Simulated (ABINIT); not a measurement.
Crystal: Ti.

```
Ti
1.0
     4.56737    0.00000    0.00000
    -2.28369    3.95546    0.00000
     0.00000    0.00000    2.82624
Ti
3
Direct
  0.66667 0.33333 0.50000
  0.33333 0.66667 0.50000
  0.00000 0.00000 0.00000
```

This isn't the form of Ti at room conditions, which is hcp.

| Property | Result |
| --- | --- |
| Program | ABINIT 10.8.3 (patched build) |
| Task | single point |
| Functional | PBE |
| Potentials or basis | JTH PAW PBE v2.0 |
| Cutoff | 408 eV |
| k mesh | 7 × 7 × 9 |
| Occupations | fermi-dirac, width 0.05 eV |
| Spin | no spin polarisation |

On this cell: pressure 1.0 GPa; largest force under 0.003 eV/Å; band gap on the k mesh none (metal or under the smearing width).

The same run follows on a disturbed copy (atoms moved at random, drawn with an rms of 0.05 Å):

```xyz
3
Lattice="4.5674 0.0000 0.0000 -2.2837 3.9555 0.0000 0.0000 0.0000 2.8262" Properties=species:S:1:pos:R:3 pbc="T T T"
Ti    2.2844    1.3199    1.4254
Ti    0.0190    2.6552    1.3569
Ti    0.0164    0.0211    0.0092
```

Q: What changes?

A: The energy (extrapolated to zero smearing) moves by +2.6 meV/atom; pressure 1.1 GPa; largest force 0.207 eV/Å; band gap on the k mesh none (metal or under the smearing width).

Forces in eV/Å, atoms in the order of the input:
```
Ti   0.069  0.073 -0.021
Ti  -0.048 -0.041  0.197
Ti  -0.021 -0.032 -0.176
```
